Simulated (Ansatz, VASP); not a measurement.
V in VASP and in Ansatz

```xyz
1
Lattice="0.0000 1.9050 1.9050 1.9050 0.0000 1.9050 1.9050 1.9050 0.0000" Properties=species:S:1:pos:R:3 pbc="T T T"
V     0.0000    0.0000    0.0000
```

The cell was built by a generator and needn't be a form met in nature.

Alike in both runs: task relaxation of cell and atoms; functional PBEsol; k mesh 14 × 14 × 14; occupations fermi-dirac, width 0.1 eV; no spin polarisation.

|  | VASP | Ansatz |
| --- | --- | --- |
| version | VASP 6.6.1 | Ansatz 0.2.0 |
| potentials or method | VASP PAW PBE potentials, release 64 (V_sv) | plane waves (420 eV) with PAW, scalar-relativistic |
| plane-wave cutoff (eV) | 600 | 420 |
| valence electrons in the cell | 13 | 13 |

```csv
,VASP,Ansatz,Ansatz less VASP
relaxed volume (Å³/atom),13.42,13.41,-0.008
relaxed cell length with the largest relative difference (Å),2.667,2.667,-0.0005
energy change over the relaxation (meV/atom),-7,-7,-0.2
```

Ansatz warned: «pseudo_functional_mismatch».

Caveats: the PAW data sets were made with another functional, which shifts forces and pressure a little (VASP).
